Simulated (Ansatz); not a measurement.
# Ge (Cmmm) in Ansatz: further runs, part 2 of 2

Ansatz 0.2.0. Earlier steps stand in the parts before.

## 3. Relaxation of cell and atoms, revPBE+D4

input.yaml

```yaml
crystal:
  lattice:
    - [1.397149, -2.600516, 0.0]
    - [1.397149, 2.600516, 0.0]
    - [0.0, 0.0, 2.698231]
  atoms:
    - { symbol: Ge, position: [0.5, 0.5, 0.0] }
hamiltonian:
  xc: revpbe
  pseudopotentials: { kind: paw }
  dispersion: d4
kpoints:
  mp_grid: { grid: [11, 11, 10] }
scf:
  occupations: { method: fermi_dirac, width: 0.05 }
output:
  forces: true
  stress: true
  eigenvalues: true
relax:
  f_tol: 0.01
  max_steps: 40
  cell: { stress_tol: 0.05 }
```

Potentials or basis: Ansatz PAW.

The run is started by

```bash
> ansatz run input.yaml --threads 2 --pin off --max-ram 5632MiB --backend cpu --events-out ev --progress --plain --runs-dir out
```

Output:

```text
Warning: RAYON_NUM_THREADS=2 ignored (pool sized by the plan → 2); use --threads N
Engine: ansatz 0.2.0, aarch64-unknown-linux-gnu
Pseudopotentials: kind: paw
Pseudopotential: Ge, paw, valence charge 14, recommended cutoff 420 eV (normal), Ge.paw.azcp
Functional definition: revPBE
  parameter kappa = 1.245
  parameter beta = 0.06672455060314922
  exchange = pbe_x(kappa = kappa, mu = beta*pi^2/3)
  correlation = pbe_c(beta = beta)
Crystal: 1 atoms, lattice volume = 19.607 Å³
Basis set: ecut = 420 eV, 397 PW (Γ), exchange–correlation on 40×40×40 points (8 copies of the dense FFT grid, shifted against one another)
Bands: 11, of which v1, the nominal top of the filled ones, is band 7 counted from 1 (6 counted from 0)
Symmetry: 8 space group operations
Space group: Cmmm (ITA 65), of the structure as read, at distance tolerance 2.7e-5 Å
k-points: 216 of 1210
Non-local potential: Ge, projectors of the file, l = 0: 2, l = 1: 2, l = 2: 3, l = 3: 1
PAW form: soft (Blöchl's): semilocal exchange-correlation on the pseudo side does not see the compensation charge
PAW frozen core: Ge, regenerated for the run's functional, and the local potential with it (the file was generated under x = pbe(κ = 0.804, μ = 0.2195149727645171), c = pbe(β = 0.06672455060314922))
PAW one-centre angular grid: Ge, 590 points (default); XC on 64 Gauss nodes
Initial density: superposition of atomic densities (neutral atoms: chi_scale 0, normalization atom), corrected by the library's trained network
Initial wavefunctions: pseudopotential atomic-orbital guess
Functional: x = revpbe(κ = 1.245, μ = 0.2195149727645171), c = pbe(β = 0.06672455060314922)
SCF iter   1: F=—  HF=-4299.416916 eV  |F-HF|=—  |Δ(HF+E_count)|=         —  Δρ=1.86e-3  dr2=5.19e-4  ethr=1.77e-3  ⟨swp⟩=5.7  Hψ=13850  notcnv=0
preconditioner: auto → none  [metal: Δε(μ)=0.071 eV  Ē_g=26.989 eV  σ=0.050 eV  W_gap=0.31  n_scr=8 (ndim 8)  ℏωp=31.4 eV  f_vac=0.000  D(μ)=0.47/eV (n_scr^D=0)  sad-step TF]
SCF iter   2: F=—  HF=-4299.416562 eV  |F-HF|=—  |Δ(HF+E_count)|=   3.54e-4  Δρ=1.02e-3  dr2=2.82e-4  ethr=3.71e-6  ⟨swp⟩=2.0  Hψ=5335  notcnv=0
[... 117 lines left out ...]
  E_nonlocal   = 416.091721
  E_hartree    = 935.095433
  E_xc         = -75.849644
  E_vxc        = -64.780005  (∫ρ·V_xc dr)
  E_paw        = -2021.460903  (= ΣΔE_a)
  E_vpaw       = -307.552446  (= ΣTr[D̂ρ^β])
  E_aug_tail   = 0.000326  (compensation charges beyond the density's cutoff)
  E_ewald      = -1531.120945
  E_disp       = -0.660522  (pairwise vdW)
  E_core_change = -0.130548  (= ΣΔE_core)
  E_smearing   = -0.004041  (= −TS)
  E_closure    = 0.000000  (closes the sum)
  Σ components = -4299.440066   (vs F -4299.440066, Δ=0.00e0)
--- Forces (eV/Å), atoms counted from 1 ---
  atom   1  Ge     0.00000000     0.00000000     0.00000000
  max |Σ_I F_I| component: 6.31e-30 eV/Å
--- Stress (GPa, compression-positive) ---
        0.020871       0.000000       0.000000
        0.000000      -0.008621       0.000000
        0.000000       0.000000      -0.006155
  P = ⅓ Tr σ = 0.0020 GPa (0.020 kbar)
--- Band table (eV; the first three rows and the last of 216) ---
  k-point 0: bands = ["-13.3099", "-13.2314", "-13.2289", "-13.0594", "-13.0586", "-1.9478", "18.0770", "20.2821", "20.3380", "21.5514", "25.8589"]
  k-point 1: bands = ["-13.2895", "-13.2304", "-13.2279", "-13.0663", "-13.0655", "-1.7448", "15.5876", "20.4798", "20.5358", "24.0628", "26.0399"]
  k-point 2: bands = ["-13.2363", "-13.2277", "-13.2252", "-13.0843", "-13.0835", "-1.1391", "12.2213", "21.0501", "21.1063", "26.3390", "26.5791"]
  k-point 215: bands = ["-13.2657", "-13.2244", "-13.1507", "-13.0810", "-12.9789", "7.0115", "9.4083", "9.5727", "15.0924", "18.9666", "24.2304"]
--- Relaxed structure (10 steps of the walk, 9 accepted, 1 SCFs on fresh bases) ---
  F+E_penalty+E_count = -4299.44006569 eV   max|allowed force component| = 0.000e0 eV/Å   (the final SCF, on the basis selected at the relaxed cell)
  cell:  # Å, volume = 18.3206 Å³
    - [1.4057082506548422, -2.4417391599886007, 0.0]
    - [1.4057082506548422, 2.4417391599886007, 0.0]
    - [0.0, 0.0, 2.6687890366585636]
  atoms:
    - { symbol: Ge, position: [0.5, 0.5, 0.0] }
```

Wall time 20 s (2 threads of Arm Neoverse V1, shared host); peak memory 0.34 GiB.

What came out:

```yaml
Free_energy: -4299.4401 eV
Relaxed_volume: 18.32 Å³/atom
Relaxed_cell: a = 2.817 Å, b = 2.817 Å, c = 2.669 Å, α = 90.00°, β = 90.00°, γ = 120.14°
Space_group_after_relaxing_to_0.05_Å: P6/mmm (No. 191)
Energy_gained_by_relaxing: 23.6 meV/atom
Ionic_steps: 10
Pressure_after_relaxing: 0.0 GPa
Band_gap_on_the_k_mesh: none (metal or under the smearing width)
```

The path:
| step | energy change (eV) | largest force (eV/Å) | volume (Å³) |
| --- | --- | --- | --- |
| 1 | 0.0000 | 0.0000 | 19.61 |
| 2 | -0.0224 | 0.0000 | 18.07 |
| 3 | -0.0235 | 0.0000 | 18.32 |
| 4 | -0.0237 | 0.0000 | 18.33 |
| 5 | -0.0238 | 0.0000 | 18.31 |
| 6 | -0.0238 | 0.0000 | 18.32 |
| 7 | -0.0238 | 0.0000 | 18.32 |
| 8 | -0.0238 | 0.0000 | 18.33 |
| 9 | -0.0239 | 0.0000 | 18.32 |
| 10 | -0.0236 | 0.0000 | 18.32 |

Final structure:
```yaml
crystal:
  lattice:
    - [1.40571, -2.44174, 0.00000]
    - [1.40571, 2.44174, 0.00000]
    - [0.00000, 0.00000, 2.66879]
  atoms:
    - { symbol: Ge, position: [0.50000, 0.50000, 0.00000] }
```

Levels at points of the mesh, in eV from the Fermi level:
```csv
k point,band 5,band 6,band 7,band 8,band 9,band 10
"(0.00, 0.00, 0.00)",-24.59,-13.48,6.55,8.75,8.81,10.02
"(0.00, 0.00, -0.50)",-24.63,-9.57,-6.17,11.75,11.80,17.20
```

Caveat: the plane-wave basis is chosen anew once the cell has moved, so the energies of steps on either side of that aren't comparable; pairwise dispersion overbinds metals, which lowers pressure and volume; the PAW data sets come from PBE, with cores solved anew for the run's functional, which leaves a small shift of forces and pressure.

## 4. Single point, PBE

input.yaml

```yaml
crystal:
  lattice:
    - [1.397149, -2.600516, 0.0]
    - [1.397149, 2.600516, 0.0]
    - [0.0, 0.0, 2.698231]
  atoms:
    - { symbol: Ge, position: [0.5, 0.5, 0.0] }
hamiltonian:
  xc: pbe
  pseudopotentials: { kind: paw }
kpoints:
  mp_grid: { grid: [11, 11, 10] }
scf:
  occupations: { method: gaussian, width: 0.011 }
output:
  forces: true
  stress: true
  eigenvalues: true
```

Potentials or basis: Ansatz PAW.

The run is started by

```bash
> ansatz run input.yaml --threads 2 --pin off --max-ram 5632MiB --backend cpu --events-out ev --progress --plain --runs-dir out
```

Output:

```text
Warning: RAYON_NUM_THREADS=2 ignored (pool sized by the plan → 2); use --threads N
[... 3 set-up lines as earlier in the session ...]
Functional definition: PBE
  parameter kappa = 0.804
[... 3 set-up lines as earlier in the session ...]
Crystal: 1 atoms, lattice volume = 19.607 Å³
Basis set: ecut = 420 eV, 397 PW (Γ), exchange–correlation on 40×40×40 points (8 copies of the dense FFT grid, shifted against one another)
Bands: 11, of which v1, the nominal top of the filled ones, is band 7 counted from 1 (6 counted from 0)
[... 2 set-up lines as earlier in the session ...]
k-points: 216 of 1210
[... 5 set-up lines as earlier in the session ...]
Functional: x = pbe(κ = 0.804, μ = 0.2195149727645171), c = pbe(β = 0.06672455060314922)
SCF iter   1: F=—  HF=-4294.733282 eV  |F-HF|=—  |Δ(HF+E_count)|=         —  Δρ=1.20e-3  dr2=3.21e-4  ethr=1.77e-3  ⟨swp⟩=6.0  Hψ=13685  notcnv=0
preconditioner: auto → none  [metal: Δε(μ)=0.013 eV  Ē_g=26.960 eV  σ=0.011 eV  W_gap=0.49  n_scr=8 (ndim 8)  ℏωp=31.4 eV  f_vac=0.000  D(μ)=1.24/eV (n_scr^D=12)  sad-step TF]
SCF iter   2: F=—  HF=-4294.733094 eV  |F-HF|=—  |Δ(HF+E_count)|=   1.88e-4  Δρ=8.21e-4  dr2=1.45e-4  ethr=2.30e-6  ⟨swp⟩=2.4  Hψ=5319  notcnv=0  defer=11
SCF iter   3: F=—  HF=-4294.733115 eV  |F-HF|=—  |Δ(HF+E_count)|=   2.06e-5  Δρ=4.15e-4  dr2=2.01e-5  ethr=1.04e-6  ⟨swp⟩=2.0  Hψ=4680  notcnv=0  defer=11
SCF iter   4: F=—  HF=-4294.733070 eV  |F-HF|=—  |Δ(HF+E_count)|=   4.49e-5  Δρ=1.14e-4  dr2=1.46e-6  ethr=1.43e-7  ⟨swp⟩=2.0  Hψ=3831  notcnv=0  defer=11
SCF iter   5: F=—  HF=-4294.733069 eV  |F-HF|=—  |Δ(HF+E_count)|=   8.44e-7  Δρ=2.10e-5  dr2=6.56e-8  ethr=1.05e-8  ⟨swp⟩=2.0  Hψ=3856  notcnv=0  defer=11
SCF iter   6: F=-4294.733069 eV  HF=-4294.733069 eV  |F-HF|=3.54e-8  |Δ(HF+E_count)|=   5.87e-8  Δρ=9.94e-6  dr2=1.35e-8  ethr=4.68e-10  ⟨swp⟩=4.3  Hψ=7086  notcnv=0
SCF 1 converged in 6 iterations: F = -4294.733069 eV  dr2 = 1.35e-8
SCF converged after 6 iterations
Free energy (F): -4294.733069 eV
Harris-Foulkes:  -4294.733069 eV  (|F-HF|=3.54e-8)
Internal energy: -4294.732996 eV  (E = F + TS)
E sigma→0 (E₀):  -4294.733032 eV
Entropy (-TS):   -0.000073 eV (-0.073 meV/atom)
Fermi energy:    10.350009 eV
--- Per-component energies (eV) ---
  E_band       = -121.811365
  E_kinetic    = 110.184436
  E_local      = -2188.343188  (includes V_loc(G=0)·N_el)
  E_nonlocal   = 415.943468
  E_hartree    = 956.386969
  E_xc         = -75.418137
  E_vxc        = -64.330069  (∫ρ·V_xc dr)
  E_paw        = -2017.229474  (= ΣΔE_a)
  E_vpaw       = -308.047370  (= ΣTr[D̂ρ^β])
  E_aug_tail   = 0.000315  (compensation charges beyond the density's cutoff)
  E_ewald      = -1496.257385
  E_smearing   = -0.000073  (= −TS)
  E_closure    = -0.000000  (closes the sum)
  Σ components = -4294.733069   (vs F -4294.733069, Δ=0.00e0)
--- Forces (eV/Å), atoms counted from 1 ---
  atom   1  Ge     0.00000000     0.00000000     0.00000000
  max |Σ_I F_I| component: 0.00e0 eV/Å
--- Stress (GPa, compression-positive) ---
        1.114030       0.000000       0.000000
        0.000000      -2.786260       0.000000
        0.000000       0.000000      -0.289745
  P = ⅓ Tr σ = -0.6540 GPa (-6.540 kbar)
--- Band table (eV; the first three rows and the last of 216) ---
  k-point 0: bands = ["-14.3622", "-14.3087", "-14.2582", "-14.1530", "-14.1331", "-2.4935", "17.0336", "17.5041", "19.0135", "20.4746", "22.8108"]
  k-point 1: bands = ["-14.3435", "-14.3074", "-14.2574", "-14.1595", "-14.1394", "-2.2961", "14.6380", "17.6926", "19.2027", "22.3598", "23.5033"]
  k-point 2: bands = ["-14.3079", "-14.2908", "-14.2552", "-14.1765", "-14.1557", "-1.7075", "11.3607", "18.2357", "19.7475", "23.2093", "25.0709"]
  k-point 215: bands = ["-14.3192", "-14.2834", "-14.2094", "-14.1689", "-14.0825", "5.4115", "7.9877", "8.4099", "13.8632", "18.5130", "23.7540"]
```

Wall time 2.2 s (2 threads of Arm Neoverse N1, shared host); peak memory 0.38 GiB.

Results:

| Quantity | Value |
| --- | --- |
| Free energy | -4294.7331 eV |
| Pressure | -0.7 GPa |
| Band gap on the k mesh | none (metal or under the smearing width) |

Levels at points of the mesh, in eV from the Fermi level:
```csv
k point,band 3,band 4,band 5,band 6,band 7,band 8,band 9,band 10,band 11
"(0.00, 0.00, 0.00)",-24.61,-24.50,-24.48,-12.84,6.68,7.15,8.66,10.12,12.46
"(0.00, 0.00, -0.50)",-24.57,-24.55,-24.51,-9.07,-5.66,9.98,11.49,15.92,16.14
```

## 5. Relaxation of cell and atoms, PBE

Changes to input.yaml since step 4:

```diff
@@ -13,3 +13,3 @@
 scf:
-  occupations: { method: gaussian, width: 0.011 }
+  occupations: { method: fermi_dirac, width: 0.05 }
 output:
@@ -18 +18,5 @@
   eigenvalues: true
+relax:
+  f_tol: 0.01
+  max_steps: 40
+  cell: { stress_tol: 0.05 }
```

The run is started by

```bash
> ansatz run input.yaml --threads 2 --pin off --max-ram 5632MiB --backend cpu --events-out ev --progress --plain --runs-dir out
```

Run time: 18 s. Hardware: 2 threads of Arm Neoverse N1, shared host; peak memory 0.4 GiB.

It converged, with:

```
Free energy                            : -4294.7405 eV
Relaxed volume                         : 19.40 Å³/atom
Relaxed cell                           : a = 2.883 Å, b = 2.883 Å, c = 2.717 Å, α = 90.00°, β = 90.00°, γ = 120.81°
Space group after relaxing (to 0.05 Å) : Cmmm (No. 65)
Energy gained by relaxing              : 5.3 meV/atom
Ionic steps                            : 7
Pressure after relaxing                : 0.0 GPa
Band gap on the k mesh                 : none (metal or under the smearing width)
```

The path:
```
step  energy change (eV)  largest force (eV/Å)  volume (Å³)
   1              0.0000                0.0000        19.61
   2             -0.0047                0.0000        19.26
   3             -0.0052                0.0000        19.42
   4             -0.0053                0.0000        19.40
   5             -0.0054                0.0000        19.40
   6             -0.0054                0.0000        19.40
   7             -0.0053                0.0000        19.40
```

Final structure:
```
Ge
1.0
     1.42363   -2.50676    0.00000
     1.42363    2.50676    0.00000
     0.00000    0.00000    2.71739
Ge
1
Direct
  0.50000 0.50000 0.00000
```

Levels at points of the mesh, in eV from the Fermi level:
| k point | band 5 | band 6 | band 7 | band 8 | band 9 | band 10 |
| --- | --- | --- | --- | --- | --- | --- |
| (0.00, 0.00, 0.00) | -24.53 | -12.97 | 6.30 | 8.10 | 8.41 | 9.89 |
| (0.00, 0.00, -0.50) | -24.56 | -9.33 | -5.75 | 10.82 | 11.14 | 16.67 |

Caveat: the plane-wave basis is chosen anew once the cell has moved, so the energies of steps on either side of that aren't comparable.

## 6. Relaxation of cell and atoms, LDA

Changes to input.yaml since step 5:

```diff
@@ -8,3 +8,3 @@
 hamiltonian:
-  xc: pbe
+  xc: lda
   pseudopotentials: { kind: paw }
```

Potentials or basis: Ansatz PAW.

The run is started by

```bash
> ansatz run input.yaml --threads 2 --pin off --max-ram 5632MiB --backend cpu --events-out ev --progress --plain --runs-dir out
```

Run time: 23 s. Hardware: 2 threads of Arm Neoverse N1, shared host; peak memory 0.4 GiB.

Results (log left out):

| Quantity | Value |
| --- | --- |
| Free energy | -4215.5209 eV |
| Relaxed volume | 17.97 Å³/atom |
| Relaxed cell | a = 2.810 Å, b = 2.810 Å, c = 2.649 Å, α = 90.00°, β = 90.00°, γ = 120.81° |
| Space group after relaxing (to 0.05 Å) | Cmmm (No. 65) |
| Energy gained by relaxing | 35.3 meV/atom |
| Ionic steps | 10 |
| Pressure after relaxing | 0.0 GPa |
| Band gap on the k mesh | none (metal or under the smearing width) |

Step by step:
```csv
step,energy change (eV),largest force (eV/Å),volume (Å³)
1,0.0000,0.0000,19.61
2,-0.0348,0.0000,17.85
3,-0.0354,0.0000,17.97
4,-0.0356,0.0000,17.97
5,-0.0357,0.0000,17.96
6,-0.0357,0.0000,17.96
7,-0.0357,0.0000,17.96
8,-0.0353,0.0000,17.96
9,-0.0353,0.0000,17.97
10,-0.0353,0.0000,17.97
```

Final structure:
```cif
data_structure
_symmetry_space_group_name_H-M 'P 1'
_symmetry_Int_Tables_number 1
_cell_length_a 2.8099
_cell_length_b 2.8099
_cell_length_c 2.6493
_cell_angle_alpha 90.000
_cell_angle_beta 90.000
_cell_angle_gamma 120.811
_cell_volume 17.97
loop_
_atom_site_label
_atom_site_type_symbol
_atom_site_fract_x
_atom_site_fract_y
_atom_site_fract_z
_atom_site_occupancy
Ge1 Ge 0.50000 0.50000 0.00000 1
```

Levels at points of the mesh, in eV from the Fermi level:
```csv
k point,band 3,band 4,band 5,band 6,band 7,band 8,band 9,band 10,band 11
"(0.00, 0.00, 0.00)",-24.80,-24.63,-24.63,-13.64,6.63,8.62,8.96,10.29,14.32
"(0.00, 0.00, -0.50)",-24.71,-24.70,-24.67,-9.67,-6.23,11.62,11.96,17.41,17.72
```

Caveat: the plane-wave basis is chosen anew once the cell has moved, so the energies of steps on either side of that aren't comparable; the PAW data sets come from PBE, with cores solved anew for the run's functional, which leaves a small shift of forces and pressure.

## 7. Overview

```tsv
task	level	cell	smearing	gap on the mesh (eV)	pressure (GPa)	relaxed volume (Å³/atom)
relaxation of cell and atoms	revPBE+D3(BJ)	relaxed	fermi-dirac 0.05 eV	none	0.0	18.18
relaxation of cell and atoms	revPBE+D4	relaxed	fermi-dirac 0.05 eV	none	0.0	18.32
single point	PBE	as given	gaussian 0.011 eV	none	-0.7	-
relaxation of cell and atoms	PBE	relaxed	fermi-dirac 0.05 eV	none	0.0	19.40
relaxation of cell and atoms	LDA	relaxed	fermi-dirac 0.05 eV	none	0.0	17.97
```

Alike in all rows: potentials or basis Ansatz PAW; no spin polarisation; k mesh 11 × 11 × 10; cutoff (eV) 420.

Caveats: the plane-wave basis is chosen anew once the cell has moved, so the energies of steps on either side of that aren't comparable (some runs); the PAW data sets come from PBE, with cores solved anew for the run's functional, which leaves a small shift of forces and pressure (some runs); pairwise dispersion overbinds metals, which lowers pressure and volume (some runs).

Total energies depend on the potentials used, so only differences within one code and one set of settings carry meaning.
